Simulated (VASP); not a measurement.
# Er (Fm-3m) in VASP: a series of runs

The runs below take Er through single point, with PBE.

Everything below comes from runs of VASP 6.6.1. Logs are shortened: lines on timing, memory, paths and dates and some standing lists are left out, and cuts for length are marked.

## 1. Starting point

The structure is cubic, space group Fm-3m (No. 225). Conventional cell: a = 4.960 Å, b = 4.960 Å, c = 4.960 Å, α = 90.00°, β = 90.00°, γ = 90.00°. Er (site symmetry m-3m) is surrounded by 12 Er at 3.51 Å.

This isn't the form of Er at room conditions, which is hcp.

## 2. Single point, PBE, collinear spin, ferromagnetic start

Input file INCAR:

```
SYSTEM = Er
PREC     = Accurate       ! precision mode
ENCUT    = 550            ! plane-wave cutoff, eV
EDIFF    = 1E-6           ! SCF threshold, eV
ISMEAR   = 0              ! smearing method
SIGMA    = 0.2            ! smearing width, eV
LREAL    = .False.        ! projectors in reciprocal space
LASPH    = .True.         ! aspherical terms in the spheres
NELM     = 100            ! most SCF steps
ALGO     = Normal         ! electronic algorithm
ISIF     = 2              ! what is computed and relaxed
LWAVE    = .False.        ! write WAVECAR
LCHARG   = .False.        ! write CHGCAR
ISPIN    = 2              ! spin polarisation
MAGMOM   = 3              ! initial moments
LORBIT   = 11             ! projections on sites
LMAXMIX  = 6              ! l up to which the mixer works
GGA      = PE             ! functional
ADDGRID  = .False.
```

Input file KPOINTS:

```
Automatic mesh
0
Gamma
  4 4 4
  0 0 0
```

Input file POSCAR:

```
Er
1.0
   -0.0089250000      2.4571370000      2.4791170000
    2.4542050000     -0.0023290000      2.4725200000
    2.4870360000      2.4833720000     -0.0351600000
Er
1
Direct
   -0.0043710000     -0.0077920000     -0.0181410000
```

Potentials or basis: VASP PAW PBE potentials, release 64 (Er_3), 4f in core.

On the command line:

```
cat potpaw_PBE.64/Er_3/POTCAR > POTCAR
mpirun -np 1 vasp_std > vasp.out
```

OUTCAR:

```text
SYSTEM = Er
   PREC = Accurate
   ENCUT = 550
   EDIFF = 1E-6
   ISMEAR = 0
   LREAL = .False.
   LASPH = .True.
   NELM = 100
   ISIF = 2
   ISPIN = 2
   LORBIT = 11
   GGA = PE

 Found     36 irreducible k-points:

 Following reciprocal coordinates:
            Coordinates               Weight
  0.000000  0.000000  0.000000      1.000000
  0.250000  0.000000 -0.000000      2.000000
  0.500000  0.000000 -0.000000      1.000000
  0.000000  0.250000 -0.000000      2.000000
  0.250000  0.250000 -0.000000      2.000000
  0.500000  0.250000 -0.000000      2.000000
   k-points           NKPTS =     36   k-points in BZ     NKDIM =     36   number of bands    NBANDS=     10
   number of dos      NEDOS =    301   number of ions     NIONS =      1
   total plane-waves  NPLWV =  21952
   dimension x,y,z NGX =    28 NGY =   28 NGZ =   28
   dimension x,y,z NGXF=    56 NGYF=   56 NGZF=   56
   ions per type =               1
   NGX,Y,Z   is equivalent  to a cutoff of  13.34, 13.36, 13.24 a.u.
   NGXF,Y,Z  is equivalent  to a cutoff of  26.67, 26.72, 26.49 a.u.
 SYSTEM =  Er
   PREC   = accura    normal or accurate (medium, high low for compatibility)
   ISTART =      0    job   : 0-new  1-cont  2-samecut
   ICHARG =      2    charge: 1-file 2-atom 10-const
   ISPIN  =      2    spin polarized calculation?
   LNONCOLLINEAR =      F non collinear calculations
   LSORBIT =      F    spin-orbit coupling
   LASPH  =      T    aspherical Exc in radial PAW
   ENCUT  =  550.0 eV  40.42 Ry    6.36 a.u.   6.67  6.66  6.72*2*pi/ulx,y,z
   NELM   =    100;   NELMIN=  2; NELMDL= -5     # of ELM steps
   EDIFF  = 0.1E-05   stopping-criterion for ELM
   LREAL  =      F    real-space projection
   EDIFFG = 0.1E-04   stopping-criterion for IOM
   NSW    =      0    number of steps for IOM
   IBRION =     -1    ionic relax: 0-MD 1-quasi-New 2-CG
   NFREE  =      0    steps in history (QN), initial steepest desc. (CG)
   ISIF   =      2    stress and relaxation
   ISYM   =      2    0-nonsym 1-usesym 2-fastsym
   POTIM  = 0.5000    time-step for ionic-motion
   TEBEG  =    0.0;   TEEND  =   0.0 temperature during run
   PSTRESS=    0.0 pullay stress
   NELECT =       9.0000    total number of electrons
   NUPDOWN=      -1.0000    fix difference up-down
   EMIN   =  10.00;   EMAX   =-10.00  energy-range for DOS
   EFERMI =   0.00;   METHOD = LEGACY
   ISMEAR =     0;   SIGMA  =   0.20  broadening in eV -4-tet -1-fermi 0-gaus
   EFERMI_NEDOS =   21; number of points for ismear=-14 and -15
   IALGO  =     38    algorithm
   IMIX   =      4    mixing-type and parameters
     AMIX     =   0.40;   BMIX     =  1.00
     AMIX_MAG =   1.60;   BMIX_MAG =  1.00
  volume/ion in A,a.u.               =      30.50       205.83
  Fermi-wavevector in a.u.,A,eV,Ry     =   1.089904  2.059619 16.162220  1.187890
  Thomas-Fermi vector in A             =   2.226117
   LORBIT       =     11    0 simple, 1 ext, 2 COOP (PROOUT), +10 PAW based schemes
   GGA     = PE    functional components
   LHFCALC =     F    Hartree Fock is set to
   AEXX    =    0.0000 exact exchange contribution
   IVDW    =     0    specifies the selected vdW correction
   LEPSILON=     F    determine dielectric tensor
   LRPA    =     F    only Hartree local field effects (RPA)
 spin polarized calculation
 Gauss-broadening in eV      SIGMA  =   0.20
  energy-cutoff  :      550.00
  volume of cell :       30.50
 maximum number of plane-waves:       909
 NGX is ok and might be reduce to    28
   NGX = 13   NGY = 13   NGZ = 13

 number of electron       9.0000000 magnetization       0.0011817

 number of electron       9.0000000 magnetization      -0.0025362

 Free energy of the ion-electron system (eV)
  ---------------------------------------------------
  ext. energy  EPLUGINS =         0.00000000
  ---------------------------------------------------
  free energy    TOTEN  =        -4.46683113 eV

  energy without entropy =       -4.43751854  energy(sigma->0) =       -4.45217484

 E-fermi :   3.2125     XC(G=0):  -9.8791

 val. band max:        2.7837644862   @ k =   0.2500   0.5000  -0.0000
 cond. band min:       3.2456220693   @ k =   0.2500   0.2500  -0.0000
 fundamental gap:      0.4618575831
 Fermi energy:         3.2125495250

 spin component 1

 k-point     1 :       0.0000    0.0000    0.0000
  band No.  band energies     occupation
      1     -21.3414      1.00000
      2     -21.3243      1.00000
      3     -21.3193      1.00000
      4      -2.4839      1.00000
      5       4.9084      0.00000
      6       5.1498      0.00000
      7       5.1762      0.00000
      8       7.3739      0.00000
      9       7.4865      0.00000
     10      12.6329      0.00000

 k-point     2 :       0.2500    0.0000   -0.0000
  band No.  band energies     occupation
      1     -21.6372      1.00000
      2     -21.3754      1.00000
      3     -21.3641      1.00000
      4      -0.9471      1.00000
      5       3.8753      0.00000
      6       5.2380      0.00000
      7       5.4796      0.00000
      8       7.3408      0.00000
      9       7.4051      0.00000
     10      12.6684      0.00000

 k-point     3 :       0.5000    0.0000   -0.0000
  band No.  band energies     occupation
      1     -21.9298      1.00000
      2     -21.4121      1.00000
      3     -21.4073      1.00000
      4       0.6645      1.00000
      5       3.7795      0.00003
      6       4.7592      0.00000
      7       4.9876      0.00000
      8       9.0471      0.00000
      9       9.2949      0.00000
     10      11.3585      0.00000

 k-point     4 :       0.0000    0.2500   -0.0000
  band No.  band energies     occupation
      1     -21.6375      1.00000
      2     -21.3783      1.00000
      3     -21.3670      1.00000
      4      -0.9348      1.00000
      5       3.8959      0.00000
      6       5.2244      0.00000
      7       5.4844      0.00000
      8       7.3132      0.00000
      9       7.3869      0.00000
     10      12.6619      0.00000

 k-point     5 :       0.2500    0.2500   -0.0000
  band No.  band energies     occupation
      1     -21.6221      1.00000
      2     -21.4416      1.00000
      3     -21.4283      1.00000
      4      -0.4754      1.00000
      5       3.2481      0.40072
      6       4.9562      0.00000
      7       6.3946      0.00000
      8       6.4969      0.00000
      9       8.2458      0.00000
     10      15.9589      0.00000

 k-point     6 :       0.5000    0.2500   -0.0000
  band No.  band energies     occupation
      1     -21.8183      1.00000
      2     -21.5685      1.00000
      3     -21.4780      1.00000
      4       1.5376      1.00000
      5       2.7834      0.99880
      6       3.9765      0.00000
      7       6.3167      0.00000
      8       9.2535      0.00000
      9       9.2985      0.00000
     10      10.7884      0.00000

 [... further k-points ...]

 spin component 2

 k-point     1 :       0.0000    0.0000    0.0000
  band No.  band energies     occupation
      1     -21.3421      1.00000
      2     -21.3250      1.00000
      3     -21.3201      1.00000
      4      -2.4859      1.00000
      5       4.9064      0.00000
      6       5.1476      0.00000
      7       5.1741      0.00000
      8       7.3734      0.00000
      9       7.4858      0.00000
     10      12.6276      0.00000

 k-point     2 :       0.2500    0.0000   -0.0000
  band No.  band energies     occupation
      1     -21.6380      1.00000
      2     -21.3761      1.00000
      3     -21.3649      1.00000
      4      -0.9491      1.00000
      5       3.8729      0.00000
      6       5.2364      0.00000
      7       5.4781      0.00000
      8       7.3399      0.00000
      9       7.4042      0.00000
     10      12.6675      0.00000

 k-point     3 :       0.5000    0.0000   -0.0000
  band No.  band energies     occupation
      1     -21.9306      1.00000
      2     -21.4128      1.00000
      3     -21.4080      1.00000
      4       0.6617      1.00000
      5       3.7781      0.00003
      6       4.7580      0.00000
      7       4.9864      0.00000
      8       9.0461      0.00000
      9       9.2938      0.00000
     10      11.3571      0.00000

 k-point     4 :       0.0000    0.2500   -0.0000
  band No.  band energies     occupation
      1     -21.6383      1.00000
      2     -21.3790      1.00000
      3     -21.3678      1.00000
      4      -0.9368      1.00000
      5       3.8934      0.00000
      6       5.2229      0.00000
      7       5.4828      0.00000
      8       7.3123      0.00000
      9       7.3859      0.00000
     10      12.6610      0.00000

 k-point     5 :       0.2500    0.2500   -0.0000
  band No.  band energies     occupation
      1     -21.6229      1.00000
      2     -21.4423      1.00000
      3     -21.4290      1.00000
      4      -0.4771      1.00000
      5       3.2456      0.40755
      6       4.9552      0.00000
      7       6.3926      0.00000
      8       6.4948      0.00000
      9       8.2453      0.00000
     10      15.8998      0.00000

 k-point     6 :       0.5000    0.2500   -0.0000
  band No.  band energies     occupation
      1     -21.8191      1.00000
      2     -21.5693      1.00000
      3     -21.4787      1.00000
      4       1.5360      1.00000
      5       2.7815      0.99885
      6       3.9742      0.00000
      7       6.3156      0.00000
      8       9.2522      0.00000
      9       9.2971      0.00000
     10      10.7869      0.00000

 [... further k-points ...]
[... 5 lines left out ...]
  --------------------------------------------------------------------------------------
  -------------------------------------------------------------------------------------
  Total        0.1713357      0.1680642      0.1879941     -0.0809660      0.0929628      0.1329687
  in kB        9.0002688      8.8284195      9.8753361     -4.2531456      4.8833385      6.9848522
  external PRESSURE =       9.2346748 kB  Pullay stress =       0.0000000 kB

 VOLUME and BASIS-vectors are now :
 -----------------------------------------------------------------------------
  energy-cutoff  :      550.00
  volume of cell :       30.50
      direct lattice vectors                 reciprocal lattice vectors
    -0.008925000  2.457137000  2.479117000    -0.201313527  0.204442392  0.200014888
     2.454205000 -0.002329000  2.472520000     0.204685885 -0.202140878  0.201085569
     2.487036000  2.483372000 -0.035160000     0.199378760  0.200206110 -0.197713292

 POSITION                                       TOTAL-FORCE (eV/Angst)
 -----------------------------------------------------------------------------------
      4.86811      4.88241      4.88701         0.000000      0.000000      0.000000
 -----------------------------------------------------------------------------------
    total drift:                               -0.000001      0.000001      0.000001

  FREE ENERGIE OF THE ION-ELECTRON SYSTEM (eV)
  ---------------------------------------------------
  free  energy   TOTEN  =        -4.4668311309 eV

  energy  without entropy=       -4.4375185419  energy(sigma->0) =       -4.45217484

 total charge

# of ion       s       p       d       tot
------------------------------------------
    1        0.510   6.544   1.079   8.132

 magnetization (x)

# of ion       s       p       d       tot
------------------------------------------
    1       -0.000  -0.001  -0.001  -0.002
```

It took 18 s on 1 thread of Intel Xeon 6975P-C (Granite Rapids), shared host; peak memory 0.18 GiB.

The run converged, but some of its settings lie outside the range that counts as converged, so its numbers aren't taken as properties of the crystal.

Results:

- Free energy: -4.4668 eV
- Pressure: 0.9 GPa
- Band gap on the k mesh: none (metal or under the smearing width)
- Net moment: 0.00 μB per cell
- Valence electrons inside the program's atomic spheres: Er 8.13

Caveat: the k mesh is coarse (spacing up to 0.55 Å⁻¹), so the values aren't converged; the magnetic or orbital state may not be the lowest; spin-orbit coupling is left out, which moves the levels of the heavy elements; the 4f electrons are frozen in the core as for a trivalent ion, so they carry no moment and show no levels.

(Continued in part 2 of 2.)
